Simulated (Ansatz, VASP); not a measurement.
Given: the input of a run of VASP 6.6.1 on TiB2.

INCAR

```
SYSTEM = TiB2
  ALGO = Normal
  EDIFF = 1E-7
  ENCUT = 520
  GGA = PS
  ISIF = 2
  ISMEAR = -1
  LASPH = .True.
  LCHARG = .False.
  LREAL = .False.
  LWAVE = .False.
  NBANDS = 16
  NELM = 60
  PREC = Accurate
  SIGMA = 0.05
```

KPOINTS

```
k-points
0
Gamma
  10 10 8
  0 0 0
```

File POSCAR:

```
TiB2
1.0
    3.0292000000      0.0000000000      0.0000000000
   -1.5146000000      2.6233641531      0.0000000000
    0.0000000000      0.0000000000      3.2284000000
Ti B
1 2
Direct
    0.0000000000      0.0000000000      0.0000000000
    0.6666666667      0.3333333333      0.5000000000
    0.3333333333      0.6666666667      0.5000000000
```

Potentials or basis: VASP PAW PBE potentials, release 64 (Ti_sv, B).

The run is started by

```sh
$ cat potpaw_PBE.64/Ti_sv/POTCAR potpaw_PBE.64/B/POTCAR > POTCAR
$ mpirun -np 1 vasp_std > vasp.out
```

Q: Translate it to Ansatz 0.2.0. Potentials there: Ansatz PAW.

A: As run (the cutoff follows the program's own potentials):

File input.yaml:

```yaml
crystal:
  lattice:
    - [3.0292, 0.0, 0.0]
    - [-1.5146, 2.6233641531, 0.0]
    - [0.0, 0.0, 3.2284]
  atoms:
    - { symbol: Ti, position: [0.0, 0.0, 0.0] }
    - { symbol: B, position: [0.6666666667, 0.3333333333, 0.5] }
    - { symbol: B, position: [0.3333333333, 0.6666666667, 0.5] }
hamiltonian:
  xc: pbesol
  pseudopotentials: { kind: paw }
kpoints:
  mp_grid: { grid: [10, 10, 8] }
scf:
  occupations: { method: fermi_dirac, width: 0.05 }
output:
  forces: true
  stress: true
  eigenvalues: true
```

Potentials or basis: Ansatz PAW.

The run is started by

```sh
$ ansatz run input.yaml --threads 1 --pin off --max-ram 3584MiB --backend cpu --events-out ev --progress --plain --runs-dir out
```

Both were run:

|  | VASP | Ansatz | Ansatz less VASP |
| --- | --- | --- | --- |
| gap on the k mesh at the Fermi level (eV) | none | none | - |
| pressure (GPa) | -4.7 | -5.1 | -0.35 |
| largest component of the traceless stress (GPa) | 1.54 | 1.47 | -0.072 |

A gap of «none» marks a metal or a gap that the smearing closes. The functional is the same, so the differences come from potentials, cutoffs and numerics.

Caveats: the PAW data sets were made with another functional, which shifts forces and pressure a little (VASP); the PAW data sets come from PBE, with cores solved anew for the run's functional, which leaves a small shift of forces and pressure (Ansatz).
